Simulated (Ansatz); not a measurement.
Rb: equation of state with PBE

Crystal: Rb.

```
Rb
1.0
    -2.80250    2.80250    2.80250
     2.80250   -2.80250    2.80250
     2.80250    2.80250   -2.80250
Rb
1
Direct
  0.00000 0.00000 0.00000
```

```yaml
Program: Ansatz 0.2.0
Task: equation of state
Functional: PBE
Potentials_or_basis: all-electron LAPW, scalar-relativistic
Basis_error_allowed: 0.0005 eV/atom
k_mesh: 7 × 7 × 7
Occupations: fermi-dirac, width 0.05 eV
Spin: no spin polarisation
```

```json
{
 "Equilibrium volume": "90.89 Å³/atom",
 "Bulk modulus": "2.8 GPa",
 "Pressure derivative of the bulk modulus": "3.9"
}
```

Energy against volume, from the lowest point:
```csv
volume (Å³/atom),energy (meV/atom)
82.761,7.28
84.522,4.30
86.283,2.16
88.043,0.77
89.804,0.08
91.565,0.00
93.326,0.50
```

All runs of the series together: 6.4 s on 1 thread of Arm Neoverse V2, with other jobs on the host.

PBE usually gives volumes a little too large and moduli too small. Zero-point motion and thermal expansion aren't in these numbers.
